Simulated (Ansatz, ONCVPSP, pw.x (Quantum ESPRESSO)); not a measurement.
**tantalum (Ta): does the ONCV potential hold in the solid?**

tantalum (Ta), optimised norm-conserving Vanderbilt (ONCV), made with ONCVPSP 4.0.1.1 (patched build) (PBE, scalar-relativistic). Core [Kr] 4d10 4f14, reference 5s2 5p6 5d3 6s1.75 (charge +0.25). Waves: 5s+6s: rc 1.85 bohr, ncon 3, nbas 8, qcut 5.9 1/bohr, 2 projectors; 5p: rc 1.55 bohr, ncon 4, nbas 8, qcut 7.7 1/bohr, 2 projectors, debl 3.9 Ha; 5d: rc 1.90 bohr, ncon 4, nbas 7, qcut 6 1/bohr, 2 projectors, debl 3.9 Ha. Local part: polynomial inside 1.30 bohr (lpopt 5, dvloc0 6 Ha). Core correction: Teter function, fcfact 5.25, rcfact 1.15.

Crystal test: fcc Ta in pw.x 7.5, no spin, 13³ k-points, Fermi–Dirac smearing 0.01 Ry, cutoffs 65/260 Ry. The lattice is a test structure that the element need not adopt, and mesh and smearing are coarse.

pw.x input:

```
&control
  calculation='scf', prefix='x', pseudo_dir='./', outdir='./tmp', tstress=.true., disk_io='none'
/
&system
  ibrav=0, nat=1, ntyp=1, ecutwfc=65, ecutrho=260, nbnd=14,
  occupations='smearing', smearing='fd', degauss=0.01
/
&electrons
  conv_thr=1e-09, mixing_beta=0.4, electron_maxstep=70
/
ATOMIC_SPECIES
Ta 1.0 Ta.UPF
CELL_PARAMETERS angstrom
  0.00000000 2.11534489 2.11534489
  2.11534489 0.00000000 2.11534489
  2.11534489 2.11534489 0.00000000
ATOMIC_POSITIONS crystal
Ta 0.0000 0.0000 0.0000
K_POINTS automatic
13 13 13 0 0 0
```

```bash
pw.x < Ta.scf.in > Ta.scf.out
```

Question: How does the run end?

Answer: It converges; the pressure is -2.71 GPa against -0.85 GPa from all-electron LAPW.  The log shows:

```
     number of electrons       =        13.00
     number of Kohn-Sham states=           14
     kinetic-energy cutoff     =      65.0000  Ry
     charge density cutoff     =     260.0000  Ry
     scf convergence threshold =      1.0E-09
     Exchange-correlation= PBE
     number of k points=    84  Fermi-Dirac smearing, width (Ry)=  0.0100
     iteration #  1     ecut=    65.00 Ry     beta= 0.40
     total energy              =    -125.71645699 Ry
     estimated scf accuracy    <       0.10708834 Ry
     iteration #  2     ecut=    65.00 Ry     beta= 0.40
     total energy              =    -125.71607465 Ry
     estimated scf accuracy    <       0.01517354 Ry
     iteration #  3     ecut=    65.00 Ry     beta= 0.40
     total energy              =    -125.71868184 Ry
     estimated scf accuracy    <       0.00039865 Ry
     iteration #  4     ecut=    65.00 Ry     beta= 0.40
     total energy              =    -125.71869979 Ry
     estimated scf accuracy    <       0.00002982 Ry
     iteration #  5     ecut=    65.00 Ry     beta= 0.40
     total energy              =    -125.71870743 Ry
     estimated scf accuracy    <       0.00000131 Ry
     iteration #  6     ecut=    65.00 Ry     beta= 0.40
     total energy              =    -125.71870771 Ry
     estimated scf accuracy    <       0.00000004 Ry
     iteration #  7     ecut=    65.00 Ry     beta= 0.40
     the Fermi energy is    17.7511 ev
!    total energy              =    -125.71870771 Ry
     estimated scf accuracy    <          3.1E-10 Ry
     smearing contrib. (-TS)   =      -0.00540078 Ry
     The total energy is F=E-TS. E is the sum of the following terms:
     one-electron contribution =     -20.24505963 Ry
     hartree contribution      =      15.37602554 Ry
     xc contribution           =     -23.92661024 Ry
     ewald contribution        =     -96.91766261 Ry
     convergence has been achieved in   7 iterations
          total   stress  (Ry/bohr**3)                   (kbar)     P=      -27.14
     Message from routine punch:
     Nothing written, as per user request (disk_io='none')
```
